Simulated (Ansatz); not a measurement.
Ansatz input file:

```yaml
crystal:
  lattice:
    - [4.2590912675, 0.0, 0.0]
    - [-2.1295456337, 3.6884812347, 0.0]
    - [0.0, 0.0, 6.74940494]
  atoms:
    - { symbol: Cd, position: [0.3333333333, 0.6666666667, 0.0222255149] }
    - { symbol: Cd, position: [0.6666666667, 0.3333333333, 0.5222255149] }
    - { symbol: S, position: [0.3333333333, 0.6666666667, 0.3627744851] }
    - { symbol: S, position: [0.6666666667, 0.3333333333, 0.8627744851] }
basis:
  ecutwfc: 420
kpoints:
  mp_grid: { grid: [9, 9, 4] }
hamiltonian:
  xc: pbe
scf:
  occupations: { method: gaussian, width: 0.02 }
output:
  forces: true
  stress: true
  eigenvalues: true
```

Launched with
```bash
ansatz run input.yaml --threads 1 --pin off --max-ram 1331MiB --backend cpu --events-out ev --progress --plain --runs-dir out
```

All numbers below come from DFT PBE, scalar-relativistic, plane waves, PAW in Ansatz.

Abridged output (final results; tables in files aren't shown):

```
SCF 1 converged in 6 iterations: F = -18315.166690 eV  dr2 = 5.84e-8
SCF converged after 6 iterations
Free energy (F): -18315.166690 eV
Harris-Foulkes:  -18315.166689 eV  (|F-HF|=6.66e-8)
Internal energy: -18315.166690 eV  (E = F + TS)
E sigma→0 (E₀):  -18315.166690 eV
Fermi energy:    6.604353 eV
--- Per-component energies (eV) ---
  E_band       = -1055.908192
  E_kinetic    = 1222.582249
  E_local      = -8262.637070  (includes V_loc(G=0)·N_el)
  E_nonlocal   = 124.281914
  E_hartree    = 3783.906349
  E_xc         = -547.031717
  E_vxc        = -617.153801  (∫ρ·V_xc dr)
  E_paw        = -9367.654073  (= ΣΔE_a)
  E_vpaw       = -1090.813177  (= ΣTr[D̂ρ^β])
  E_aug_tail   = 0.000029  (compensation charges beyond the density's cutoff)
  E_ewald      = -5268.614371
  E_smearing   =  0.000000  (= −TS)
--- Forces (eV/Å), atoms counted from 1 ---
  atom   1  Cd     0.00000000     0.00000000    -2.11925596
  atom   2  Cd     0.00000000     0.00000000    -2.11925596
  atom   3  S      0.00000000     0.00000000     2.11927092
  atom   4  S      0.00000000     0.00000000     2.11927092
--- Stress (GPa, compression-positive) ---
       -3.172345       0.000000       0.000000
        0.000000      -3.172345       0.000000
        0.000000       0.000000      11.085019
  P = ⅓ Tr σ = 1.5801 GPa (15.801 kbar)
--- Band table (eV; the first three rows and the last of 36) ---
  k-point 0: bands = ["-95.2761", "-95.2761", "-56.3600", "-56.3595", "-56.3428", "-56.3428", "-56.3427", "-56.3427", "-6.1223", "-5.6868", "-1.7470", "-1.5070", "-1.5070", "-1.3393", "-1.3393", "-1.2271", "-1.2271", "-1.1841", "-1.1841", "-0.9165", "1.5849", "5.1285", "5.1285", "5.8367", "6.0571", "6.0571", "7.1513", "8.9997", "12.3880", "12.3880", "13.3079"]
  k-point 1: bands = ["-95.2761", "-95.2761", "-56.3599", "-56.3595", "-56.3428", "-56.3428", "-56.3428", "-56.3428", "-6.0568", "-5.7477", "-1.7027", "-1.4891", "-1.4891", "-1.3738", "-1.3738", "-1.2151", "-1.2151", "-1.1815", "-1.1815", "-1.1778", "2.1863", "4.8681", "5.2540", "5.2540", "5.9088", "5.9088", "8.0130", "9.0256", "12.4851", "12.4851", "12.7949"]
  k-point 2: bands = ["-95.2761", "-95.2761", "-56.3597", "-56.3597", "-56.3428", "-56.3428", "-56.3428", "-56.3428", "-5.9000", "-5.9000", "-1.5272", "-1.5272", "-1.4387", "-1.4387", "-1.4387", "-1.4387", "-1.1920", "-1.1920", "-1.1920", "-1.1920", "3.4567", "3.4567", "5.5701", "5.5701", "5.5701", "5.5701", "8.8560", "8.8560", "12.5349", "12.5349", "12.8245"]
  k-point 35: bands = ["-95.2761", "-95.2761", "-56.3597", "-56.3597", "-56.3430", "-56.3430", "-56.3430", "-56.3430", "-5.6820", "-5.6820", "-1.5638", "-1.5638", "-1.4108", "-1.4108", "-1.2627", "-1.2627", "-1.1708", "-1.1708", "-0.7106", "-0.7106", "2.4193", "2.4193", "4.0496", "4.0496", "4.9680", "4.9680", "10.2214", "10.2214", "11.8116", "11.8116", "12.4386"]
```

The calculation finished and met its thresholds.